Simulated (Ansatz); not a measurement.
# NiO under strain — field gradients at the nuclei

The cell is a COD entry, relaxed with PBE at fixed cell and then changed (z compressed by 2 %, ions relaxed).

```yaml
crystal:
  lattice:
    - [0.00000, 2.09503, 2.05313]
    - [2.09503, 0.00000, 2.05313]
    - [2.09503, 2.09503, 0.00000]
  atoms:
    - { symbol: Ni, position: [0.00000, 0.00000, 0.00000] }
    - { symbol: O, position: [0.50000, 0.50000, 0.50000] }
```

Atoms are numbered from 1 in the order listed; like atoms form one site, named after its first atom.

All values are calculated (Ansatz; DFT, PBE, plane waves and PAW, scalar-relativistic, collinear spin, 420 eV cutoff, Γ-centred 19×19×19 k-points, Fermi–Dirac smearing 0.05 eV), not measured. Start moments as typed (μB): 2 on each Ni, none on the rest.

Conventions: |V_zz| ≥ |V_yy| ≥ |V_xx|, η = (V_xx − V_yy)/V_zz, C_Q = eQV_zz/h.

61Ni: I = 3/2, Q = 162.0 mb; O-17: I = 5/2, Q = -25.58 mb. Q values from Pyykkö, Mol. Phys. 116, 1328 (2018).

Q: Give the quadrupolar parameters of the distinct sites.

A: 

```json
{"site": "Ni", "atoms (order as listed)": "1", "first shell": "6 O at 2.05–2.10 Å", "V_xx, V_yy, V_zz (10²¹ V/m²)": "0.11, 0.11, -0.23", "η": "0.00", "C_Q (MHz)": "-0.882"}
{"site": "O", "atoms (order as listed)": "2", "first shell": "6 Ni at 2.05–2.10 Å", "V_xx, V_yy, V_zz (10²¹ V/m²)": "-0.22, -0.22, 0.44", "η": "0.00", "C_Q (MHz)": "-0.275"}
```

An axis of threefold or higher order runs through Ni and O, so V_zz lies along it and η is zero.

With no gap above 0.1 eV, as in a metal, the gradients converge slowly in k; expect changes of a tenth or more on a denser mesh. Semilocal functionals can leave a metal where correlation in the d or f shell opens a gap in the real compound, and that would change the values at and beside Ni. With these PAW files V_zz is typically within 2 to 3 % of all-electron values, but misses above 10 % occur on Ni. At this changed cell the PBE pressure is 7 GPa. Measured NiO orders antiferromagnetically, but in this run all moments are parallel, as the start or the cell imposes: fields and spin densities carried over to other atoms belong to this order alone, and gaps, moments and gradients can differ too.

The relaxation (1 step) took 55 s of wall time (53 s of CPU time) and 0.68 GiB at its peak, on 1 thread of Intel Xeon Platinum 8259CL CPU @ 2.50GHz (Skylake/Cascade Lake) (x86_64; 16 cores open to the job, memory cap 3.0 GiB, no GPU), a shared host with a load of 0.7 a core.
